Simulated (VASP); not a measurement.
Set up this calculation in VASP 6.6.1, as the native input.

```
Task                               : work function
Functional                         : HSE06
Potentials or basis                : VASP PAW PBE potentials, release 64 (Se, Pt)
Cutoff                             : 520 eV
k mesh                             : 6 × 6 × 1
Occupations                        : gaussian, width 0.03 eV
Spin                               : no spin polarisation
Grid for exact exchange (PRECFOCK) : Fast
Dipole correction                  : yes
Screening parameter                : 0.2 1/A
Further INCAR settings             : ALGO = Normal; EDIFF = 1e-07
```

PtSe2, a sheet with vacuum:

```xyz
3
Lattice="3.7060 0.0000 0.0000 -1.8530 3.2095 0.0000 0.0000 0.0000 18.6200" Properties=species:S:1:pos:R:3 pbc="T T T"
Se    0.0000    2.1397    7.9851
Se    1.8530    1.0698   10.6349
Pt    0.0000    0.0000    9.3100
```

The cell was built by a generator and needn't be a form met in nature.

These files were run (other wordings do the same):

POSCAR

```
PtSe2                                   
1.0
    3.7060189018      0.0000000000      0.0000000000
   -1.8530094509      3.2095065196      0.0000000000
    0.0000000000      0.0000000000     18.6200000000
  Se              Pt            
     2     1
Direct
     0.3333330000000032    0.6666669999999968    0.4288470405004758
     0.6666669999999968    0.3333330000000032    0.5711529594995242
     0.0000000000000000    0.0000000000000000    0.5000000000000000
```

INCAR.step1

```
PREC = Accurate ; ENCUT = 520
EDIFF = 1E-5 ; ISMEAR = 0
SIGMA = 0.03 ; LREAL = F
LASPH = T ; NELM = 60
ALGO = Normal ; ISIF = 2
LWAVE = T ; LDIPOL = T
IDIPOL = 3 ; DIPOL = 0.5 0.5 0.500
GGA = PE ; KPAR = 4
```

INCAR.step2

```
PREC = Accurate ; ENCUT = 520
EDIFF = 1E-7 ; ISMEAR = 0
SIGMA = 0.03 ; LREAL = F
LASPH = T ; NELM = 60
ALGO = Normal ; ISIF = 2
LWAVE = F ; LCHARG = T
LDIPOL = T ; IDIPOL = 3
DIPOL = 0.5 0.5 0.500 ; GGA = PE
LHFCALC = T ; HFSCREEN = 0.2
PRECFOCK = Fast ; LVHAR = T
LVACPOTAV = T ; ISTART = 1
KPAR = 4
```

KPOINTS

```
Automatic mesh
0
Gamma
  6 6 1
```

Potentials or basis: VASP PAW PBE potentials, release 64 (Se, Pt).

Launch:

```bash
$ cat potpaw_PBE.64/Se/POTCAR potpaw_PBE.64/Pt/POTCAR > POTCAR
$ cp INCAR.step1 INCAR
$ mpirun -np 4 vasp_std > vasp.out
$ cp INCAR.step2 INCAR
$ mpirun -np 4 vasp_std > vasp.out
```

Results of the run:

* Largest force: 0.392 eV/Å
* Band gap on the k mesh: 2.19 eV, indirect (least direct gap 2.36 eV)
* Ionisation potential of the upper face: 6.14 eV

Caveat: the PAW data sets were made with another functional, which shifts forces and pressure a little; spin-orbit coupling is left out, which moves the levels of the heavy elements.

Run time: 2.5 min on 4 MPI ranks on Intel(R) Xeon(R) 6975P-C (Granite Rapids), on a shared host, peak memory 0.43 GiB a rank.
